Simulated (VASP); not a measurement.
SnO2:

```
Sn O
1.0
     0.00000    2.57415    2.57415
     2.57415    0.00000    2.57415
     2.57415    2.57415    0.00000
Sn O
1 2
Direct
  0.00000 0.00000 0.00000
  0.75000 0.75000 0.75000
  0.25000 0.25000 0.25000
```

Measurements of this composition are mostly on another form, of space group No. 136.

```yaml
Program: VASP 6.6.1
Task: relaxation of cell and atoms
Functional: r2SCAN
Potentials_or_basis: VASP PAW PBE potentials, release 64 (Sn_d, O)
Cutoff: 600 eV
k_mesh: 9 × 9 × 9
Occupations: gaussian, width 0.05 eV
Spin: no spin polarisation
```

At the start: pressure -8.8 GPa; volume 11.37 Å³/atom.

Problem. Where does the relaxation end?

Solution. Over 3 steps the energy falls by 13.6 meV/atom and the volume is 10.90 Å³/atom (-4.2 %); space group Fm-3m (No. 225, to 0.05 Å).

Step by step:
```
step  energy change (eV)  largest force (eV/Å)  pressure (GPa)  volume (Å³)
   1              0.0000                0.0000           -8.76        34.11
   2              0.0160                0.0000           12.32        31.14
   3             -0.0407                0.0000           -0.09        32.70
```

Final structure:
```
Sn O
1.0
     0.00000    2.53800    2.53800
     2.53800    0.00000    2.53800
     2.53800    2.53800    0.00000
Sn O
1 2
Cartesian
  0.0000 0.0000 0.0000
  3.8070 3.8070 3.8070
  1.2690 1.2690 1.2690
```

Caveat: the PAW data sets were made with another functional, which shifts forces and pressure a little.
